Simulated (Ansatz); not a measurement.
# Calculated field gradients at the nuclei for BaTiO3 under strain

The cell is a diffraction structure from the COD, relaxed with PBE at fixed cell and then changed (z stretched by 3 %, ions relaxed).

```
CELL_PARAMETERS angstrom
4.00600 0.00000 0.00000
0.00000 4.00600 0.00000
0.00000 0.00000 4.12618
ATOMIC_POSITIONS crystal
Ba 0.50000 0.50000 0.50000
Ti 0.00000 0.00000 0.00000
O 0.50000 0.00000 0.00000
O 0.00000 0.50000 0.00000
O 0.00000 0.00000 0.50000
```

Atom numbers follow the list; atoms alike are taken as one site, whose name carries the number of the first.

The numbers come from a DFT calculation in Ansatz (PBE, plane waves and PAW, scalar-relativistic, 420 eV cutoff, Γ-centred 8×8×8 k-points, Fermi–Dirac smearing 0.02 eV).

V_zz is the principal component of the electric field gradient with the largest magnitude, η = (V_xx − V_yy)/V_zz and C_Q = eQV_zz/h.

¹³⁵Ba: I = 3/2, Q = 153.0 mb; ⁴⁹Ti: I = 7/2, Q = 247.0 mb; ¹⁷O: I = 5/2, Q = -25.58 mb. Nuclear quadrupole moments: year-2017 set (Pyykkö).

Task: Give the quadrupolar parameters of the distinct sites.

Result: 

```tsv
site	atoms (order as listed)	first shell	V_zz (10²¹ V/m²)	η	C_Q (MHz)
Ba	1	12 O at 2.83–2.88 Å	0.57	0.00	2.11
Ti	2	6 O at 2.00–2.06 Å	2.51	0.00	15.0
O3	3, 4	2 Ti at 2.00 Å, angle 180°; also 4 Ba at 2.88 Å	2.42	0.41	-1.49
O5	5	2 Ti at 2.06 Å, angle 180°; also 4 Ba at 2.83 Å	3.69	0.00	-2.28
```

An axis of threefold or higher order runs through Ba, Ti and O5, so V_zz lies along it and η is zero. At O3 V_zz points along the line of its two bonds (within 1°).

Without spin–orbit coupling (the program notes it for Ba) the gradients are little affected as a rule: paired runs on crystals with a gap mostly move them by under 2 % at such atoms.
